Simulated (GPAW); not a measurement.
CdSe:

```
Cd Se
1.0
     0.00000    3.07027    3.07027
     3.07027    0.00000    3.07027
     3.07027    3.07027    0.00000
Cd Se
1 1
Cartesian
  0.0000 0.0000 0.0000
  1.5351 1.5351 1.5351
```

Measurements of this composition are mostly on another form, of space group No. 186.

Program: GPAW 26.7.0. Alike in all runs: cell as given; cutoff (eV) 600; smearing fermi-dirac 0.05 eV.

Task: Order these runs on this cell by their pressure, lowest first.
A. level PBEsol; potentials or basis PAW data sets generated in the run's folder for this functional, pw; spin off; k mesh 8 × 8 × 8
B. level M06-L; potentials or basis GPAW PAW data sets (gpaw-data 1.2.1), pw; spin SOC, no magnetisation; k mesh 6 × 6 × 6; band path GXWKGLUWLK,UX; band points 60; spin axis theta (degrees) 54.7; spin axis phi (degrees) 45
C. level LDA; potentials or basis JTH PAW 2.0, LDA, pw; spin off; k mesh 6 × 6 × 6; band path GXWKGLUWLK,UX; band points 60; data set Cd jth, Se jth
D. level TASK; potentials or basis GPAW PAW data sets (gpaw-data 1.2.1), pw; spin SOC, no magnetisation; k mesh 6 × 6 × 6; band path GXWKGLUWLK,UX; band points 60; spin axis theta (degrees) 90; spin axis phi (degrees) 45

Result: C (-3.2 GPa), A (-1.6 GPa), B (1.5 GPa), D (4.1 GPa).

Caveats: spin-orbit coupling was added after a scalar SCF, so levels and gaps hold it while energy, forces, pressure and moments don't (some runs); the PAW data sets were made with another functional, which shifts forces and pressure a little (some runs); the program truncates these outside data sets (some runs).

Not every run made on this cell is shown here.
